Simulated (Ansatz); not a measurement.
Input and command of a plane-wave DFT calculation in Ansatz:

```yaml
crystal:
  lattice:
    - [4.5876413675, 0.0, 0.0]
    - [0.0, 4.5876413675, 0.0]
    - [0.0, 0.0, 3.015138599]
  atoms:
    - { symbol: V, position: [0.0, 0.0, 0.5], spin: 2.0 }
    - { symbol: V, position: [0.5, 0.5, 0.0], spin: 2.0 }
    - { symbol: O, position: [0.1964084618, 0.1964084618, 0.0] }
    - { symbol: O, position: [0.3035915382, 0.6964084618, 0.5] }
    - { symbol: O, position: [0.8035915382, 0.8035915382, 0.0] }
    - { symbol: O, position: [0.6964084618, 0.3035915382, 0.5] }
basis:
  ecutwfc: 420
kpoints:
  mp_grid: { grid: [4, 4, 6] }
hamiltonian:
  xc: pbe
scf:
  occupations: { method: gaussian, width: 0.1 }
  lower_state_search: "off"
output:
  forces: true
  stress: true
  eigenvalues: true
  populations: true
magnetization:
  spin_polarized: true
```

```bash
ansatz run input.yaml --threads 1 --pin off --max-ram 2560MiB --backend cpu --events-out ev --progress --plain --runs-dir out
```

Processor: Arm Neoverse V1, 1 thread, on a host shared with other jobs.

**Question.** How long does it run, and how much memory does it take?

**Answer.** About 11 s on 1 thread of Arm Neoverse V1 (shared host), peak memory 0.36 GiB. It solves 33 bands at 24 k points (the mesh reduced by the symmetry that the task leaves, which can be less than the crystal's) with about 1219 plane waves, in 15 SCF iterations.
